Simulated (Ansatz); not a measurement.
HfO2 (started from an entry of an open crystallographic database), relaxed with r2SCAN in the PAW code Ansatz. The symmetry is Fm-3m (No. 225, cubic); a = 5.058 Å in the conventional setting, 10.79 Å³ an atom. Around Hf lie 8 O at 2.19 Å; around O lie 4 Hf at 2.19 Å.

The axes x, y and z are those of this cell:
```yaml
crystal:
  lattice:
    - [0.00000, 2.52918, 2.52918]
    - [2.52918, 0.00000, 2.52918]
    - [2.52918, 2.52918, 0.00000]
  atoms:
    - { symbol: Hf, position: [0.00000, 0.00000, 0.00000] }
    - { symbol: O, position: [0.25000, 0.25000, 0.25000] }
    - { symbol: O, position: [0.75000, 0.75000, 0.75000] }
```

Unstrained: With PBE the gap is 3.803 eV and direct, at X. The r2SCAN gap is direct at X: 4.303 eV. HSE06 gives a direct gap of 5.409 eV at X. Meshes: PBE 8×8×8, r2SCAN 8×8×8, HSE06 6×6×6. Strains are changes of length per length, and xy shears are angles. After each strain the atoms were relaxed again with r2SCAN within the symmetry that the strain leaves, so tilts or polar shifts that break it weren't tested; points keep the names that they have in the unstrained zone. No spin polarisation and no zero-point or thermal motion.

(1) Estimate what xy shear, engineering strain (angle) -2.37 % does to the gap.

(2) Estimate what isotropic -1.17 % on every length does to the gap.

(3) Apply uniaxial -2.74 % along y, other directions held. How far does the gap move, against the unstrained cell?

(4) One strain changed the r2SCAN stress by xx -27.81, yy -4.35, zz -4.35 GPa (compression positive) and the gap by -0.595 eV (PBE), -0.592 eV (r2SCAN), -0.588 eV (HSE06). Which kind of strain was it, and roughly how large?

Results:

(1) PBE: the gap goes from 3.803 to 3.804 eV (+0.001 eV). r2SCAN: the gap goes from 4.303 to 4.304 eV (+0.001 eV). HSE06: the gap goes from 5.409 to 5.410 eV (+0.001 eV). The r2SCAN energy rises by 1.4 meV an atom.

(2) PBE: the gap goes from 3.803 to 3.886 eV (+0.083 eV). r2SCAN: the gap goes from 4.303 to 4.397 eV (+0.094 eV). HSE06: the gap goes from 5.409 to 5.509 eV (+0.100 eV). The r2SCAN energy rises by 11.7 meV an atom.

(3) PBE: the gap goes from 3.803 to 3.584 eV (-0.219 eV); it turns from direct (X) to indirect (X → Γ). r2SCAN: the gap goes from 4.303 to 4.113 eV (-0.190 eV); it turns from direct (X) to indirect (X → Γ); least and direct gap lie within 0.04 eV, so its kind isn't settled. HSE06: the gap goes from 5.409 to 5.247 eV (-0.162 eV); it turns from direct (X) to indirect (X → X [(0, -1/2, -1/2)]); least and direct gap lie within 0.04 eV, so its kind isn't settled. The r2SCAN energy rises by 15.8 meV an atom.

(4) Uniaxial +5.16 % along x, other directions held. The pattern of the stress gives the kind; the size needs the stiffness, so it is an estimate.

Spin-orbit coupling is left out, which matters wherever the heavy atoms make up the band edges.

The meshes of the hybrids are coarse, so their gaps aren't converged to the digits shown.
